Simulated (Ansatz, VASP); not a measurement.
# One calculation of MoS2, two programs

INCAR

```
SYSTEM = MoS2
PREC     = Accurate       ! precision mode
ENCUT    = 520            ! plane-wave cutoff, eV
EDIFF    = 1E-6           ! SCF threshold, eV
ISMEAR   = 0              ! smearing method
SIGMA    = 0.1            ! smearing width, eV
LREAL    = .FALSE.        ! projectors in reciprocal space
LASPH    = .TRUE.         ! aspherical terms in the spheres
NELM     = 150            ! most SCF steps
ALGO     = Normal         ! electronic algorithm
ISIF     = 2              ! what is computed and relaxed
LWAVE    = .FALSE.        ! write WAVECAR
LCHARG   = .FALSE.        ! write CHGCAR
ISPIN    = 2              ! spin polarisation
MAGMOM   = 1 0 0          ! initial moments
LORBIT   = 11             ! projections on sites
LMAXMIX  = 4              ! l up to which the mixer works
GGA      = PE             ! functional
IVDW     = 12             ! dispersion correction
NBANDS   = 24             ! bands
```

The input KPOINTS:

```
Automatic mesh
0
G
  6 6 6
  0 0 0
```

File POSCAR:

```
MoS2
1.0
    1.5815003568      0.9130796567      6.1233300000
   -1.5815003568      0.9130796567      6.1233300000
    0.0000000000     -1.8261593134      6.1233300000
Mo S
1 2
Direct
    0.0000000000      0.0000000000      0.0000000000
    0.7484000000      0.7484000000      0.7484000000
    0.5849000000      0.5849000000      0.5849000000
```

Input for Ansatz:

```yaml
crystal:
  lattice:
    - [1.5815003568, 0.9130796567, 6.12333]
    - [-1.5815003568, 0.9130796567, 6.12333]
    - [0.0, -1.8261593134, 6.12333]
  atoms:
    - { symbol: Mo, position: [0.0, 0.0, 0.0], spin: 1.0 }
    - { symbol: S, position: [0.7484, 0.7484, 0.7484] }
    - { symbol: S, position: [0.5849, 0.5849, 0.5849] }
basis:
  ecutwfc: 420
kpoints:
  mp_grid: { grid: [6, 6, 6] }
hamiltonian:
  xc: pbe
  dispersion: d3bj
scf:
  occupations: { method: gaussian, width: 0.1 }
  lower_state_search: "off"
output:
  forces: true
  stress: true
  eigenvalues: true
  populations: true
magnetization:
  spin_polarized: true
```

Measurements of this composition are mostly on another form, of space group No. 194.

Alike in both runs: task single point; functional PBE; dispersion D3(BJ); k mesh 6 × 6 × 6; occupations gaussian, width 0.1 eV; collinear spin.

|  | VASP | Ansatz |
| --- | --- | --- |
| version | VASP 6.6.1 | Ansatz 0.2.0 |
| potentials or method | VASP PAW PBE potentials, release 64 (Mo_sv, S) | scalar-relativistic, plane waves, PAW |
| plane-wave cutoff (eV) | 520 | 420 |
| valence electrons in the cell | 26 | 26 |

Ansatz gave:

```
gap on the k mesh at the Fermi level (eV)       : 0.64
least direct gap on the mesh (eV)               : 1.62
pressure (GPa)                                  : 5.3
largest component of the traceless stress (GPa) : 4.75
rms of the force components (eV/Å)              : 0.614
net moment per atom (μB)                        : 0.00
```

Task: What did VASP give for the same quantities?

Result: gap on the k mesh at the Fermi level (eV): 0.66; least direct gap on the mesh (eV): 1.63; pressure (GPa): 5.1; largest component of the traceless stress (GPa): 4.70; rms of the force components (eV/Å): 0.605; net moment per atom (μB): 0.00.

Atom by atom the forces differ by 0.009 eV/Å (rms over components). Ansatz warned: «seeded_moment_not_kept».

Caveats: forces of over 1 eV/Å show positions far from the minimum, so gaps and moduli don't describe the material at rest. A k mesh can miss the band edges.
